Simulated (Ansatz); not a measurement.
Two G0W0 runs on MgI2/InSe (heterobilayer).

The cell holds 7 atoms: 1 Mg, 2 I, 2 In and 2 Se. Cell: a = 4.068 Å, b = 4.068 Å, c = 47.200 Å, α = 90.0°, β = 90.0°, γ = 120.0°. Regions: layer 1 (MgI2), 3 atoms (1 Mg and 2 I); layer 2 (InSe), 4 atoms (2 In and 2 Se). Vacuum lies along c.

```xyz
7
Lattice="4.0678 0.0000 0.0000 -2.0339 3.5228 0.0000 0.0000 0.0000 47.2000" Properties=species:S:1:pos:R:3
Mg    0.0000    0.0000   19.3012
I     0.0000    2.3485   20.9973
I     2.0339    1.1743   17.5994
In    0.0000    2.3485   28.3287
In    0.0000    2.3485   25.5321
Se    2.0339    1.1743   29.6006
Se    2.0339    1.1743   24.2618
```

The structure was relaxed with PBE-D3(BJ). The runs that relaxed it are not among those shown. Spin-orbit coupling is left out unless a run names it. PAW set soft_2, made with PBE.

The first (Ansatz 0.2.0; start PBE, 3×3×1 mesh, 997 empty bands, screening to 75 eV; 4 threads of Arm Neoverse V1, shared host) gave, on its mesh: starting gap 1.46 eV, G0W0 gap 1.95 eV, mean of 1 + 4πα/V (set by the cell height) 2.85, 15 min.

The second changes empty bands from 997 to 403 and screening cutoff (eV) from 75.0 to 41. What does it give?

It gave: starting gap 1.46 eV, G0W0 gap 1.93 eV, mean of 1 + 4πα/V (set by the cell height) 2.89, 2.7 min. The G0W0 gap moves by −0.01 eV, +0.00 eV from the start and −0.01 eV from the correction. Σc changes by +0.27 eV at the valence top and +0.26 eV at the conduction bottom, and Σx − Vxc between them by +0.00 eV.

Limits: not at the basis limit; coarse mesh for a sheet; no spin-orbit coupling.

[Paths, hosts, dates, memory and timing lines, banners, echoed tables and standing remarks are left out of the program output.]

[Logs are printed without paths, hosts, clocks, repeated set-up lines and the standing remarks that a program may print on its own settings, such as how far it seeks lower states.]

[Runs of the session that timed out or met a known fault of the program may be left out.]

[Cells called generated may have been cut or substituted from an entry of the Crystallography Open Database or the Materials Project.]

[Hosts, paths, dates, database ids (printed as entryN), source tags and the programs' standing remarks are cut or masked in the printed files.]
